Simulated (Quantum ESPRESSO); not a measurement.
Crystal: MoS2.

```
Mo S
1.0
     3.16900    0.00000    0.00000
    -1.58450    2.74443    0.00000
     0.00000    0.00000   12.32400
Mo S
2 4
Direct
  0.66667 0.33333 0.75000
  0.33333 0.66667 0.25000
  0.66667 0.33333 0.37700
  0.33333 0.66667 0.87700
  0.66667 0.33333 0.12300
  0.33333 0.66667 0.62300
```

```yaml
Program: Quantum ESPRESSO 7.5
Task: single point
Functional: PBE
Potentials_or_basis: SSSP 1.3 efficiency PBE
Cutoff: 816 eV
Density_cutoff: 5987 eV
k_mesh: 10 × 10 × 3
Occupations: fermi-dirac, width 0.05 eV
Spin: no spin polarisation
```

On this cell: pressure 1.9 GPa; largest force 0.066 eV/Å; band gap on the k mesh 0.93 eV, indirect (least direct gap 1.87 eV).

The same run follows on a disturbed copy (atoms moved at random, drawn with an rms of 0.05 Å):

```
CELL_PARAMETERS angstrom
3.16900 0.00000 0.00000
-1.58450 2.74443 0.00000
0.00000 0.00000 12.32400
ATOMIC_POSITIONS crystal
Mo 0.68274 0.33982 0.75201
Mo 0.33925 0.65234 0.25137
S 0.66681 0.34133 0.37882
S 0.32838 0.64731 0.87916
S 0.67197 0.34127 0.12367
S 0.34598 0.67013 0.62281
```

Q: What changes?

A: The energy moves by +15.9 meV/atom; pressure 1.2 GPa; largest force 1.495 eV/Å; band gap on the k mesh 0.91 eV, indirect (least direct gap 1.75 eV).

Forces in eV/Å, atoms in the order of the input:
```
Mo  -0.328 -0.758 -0.419
Mo  -0.907  1.187 -0.063
S    0.539 -0.599 -0.104
S    0.266  0.651 -0.093
S    0.372 -0.588  0.166
S    0.057  0.107  0.512
```

Stress tensor (GPa, compression positive):
```
 2.28 -0.26  0.84
-0.26  0.41  1.19
 0.84  1.19  0.88
```

Caveats: an odd mesh through Γ misses points on the zone boundary, where band edges often lie; this functional lacks dispersion, which binds the layers, so the pressure and a relaxed spacing across them are unreliable (some runs).
